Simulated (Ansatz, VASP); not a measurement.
W in VASP and in Ansatz

```
W
1.0
     3.13483    0.00000    0.00000
     0.00000    3.13483    0.00000
     0.00000    0.00000    3.13483
W
2
Cartesian
  0.0000 0.0000 0.0000
  1.5674 1.5674 1.5674
```

Alike in both runs: task single point; functional LDA; k mesh 13 × 13 × 13; occupations fermi-dirac, width 0.08 eV; no spin polarisation.

|  | VASP | Ansatz |
| --- | --- | --- |
| version | VASP 6.6.1 | Ansatz 0.2.0 |
| potentials or method | VASP PAW LDA potentials, release 64 (W_sv), cutoff 520 eV | all-electron LAPW, scalar-relativistic |

Ansatz gave:

| Property | Result |
| --- | --- |
| pressure (GPa) | 0.2 |

Problem. Estimate VASP's values.

Solution. Pressure (GPa): 2.2.

Ansatz ran all-electron here, so the differences hold the error of VASP's frozen core and of both bases.

Spin-orbit coupling is left out, which matters for the levels of W.
